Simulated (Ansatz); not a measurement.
Crystal: SiNi2.

```xyz
6
Lattice="3.8360 0.0000 0.0000 -1.9180 3.3221 0.0000 0.0000 0.0000 4.9480" Properties=species:S:1:pos:R:3 pbc="T T T"
Ni    1.9180    1.1074    3.7110
Ni    0.0000    2.2147    1.2370
Ni    0.0000    0.0000    2.4740
Ni    0.0000    0.0000    0.0000
Si    1.9180    1.1074    1.2370
Si    0.0000    2.2147    3.7110
```

```yaml
Program: Ansatz 0.2.0
Task: relaxation of cell and atoms
Functional: PBE
Potentials_or_basis: Ansatz PAW
Cutoff: "420 eV (not typed: the program's choice for these potentials)"
k_mesh: 6 × 6 × 5
Occupations: fermi-dirac, width 0.05 eV
Spin: collinear spin, ferromagnetic start
Starting_moments: "[1.0, 1.0, 1.0, 1.0, 0.0, 0.0] μB"
```

At the start: volume 10.51 Å³/atom.

Q: How do energy, volume and symmetry change on relaxing?

A: It ends after 5 steps and the volume is 11.02 Å³/atom (+4.9 %); space group P6_3/mmc (No. 194, to 0.05 Å); moment 0.00 μB per cell.

Step by step:
| step | energy change (eV) | largest force (eV/Å) | volume (Å³) |
| --- | --- | --- | --- |
| 1 | 0.0000 | 0.0000 | 63.05 |
| 2 | -0.0829 | 0.0000 | 64.63 |
| 3 | -0.1082 | 0.0000 | 66.01 |
| 4 | -0.1085 | 0.0000 | 66.12 |
| 5 | -0.1096 | 0.0000 | 66.12 |

Final structure:
```
Ni Si
1.0
     3.91171    0.00000    0.00000
    -1.95586    3.38764    0.00000
     0.00000    0.00000    4.98962
Ni Si
4 2
Direct
  0.66667 0.33333 0.75000
  0.33333 0.66667 0.25000
  0.00000 0.00000 0.50000
  0.00000 0.00000 0.00000
  0.66667 0.33333 0.25000
  0.33333 0.66667 0.75000
```

Caveat: the plane-wave basis is chosen anew once the cell has moved, so the energies of steps on either side of that aren't comparable; the starting moments weren't kept.
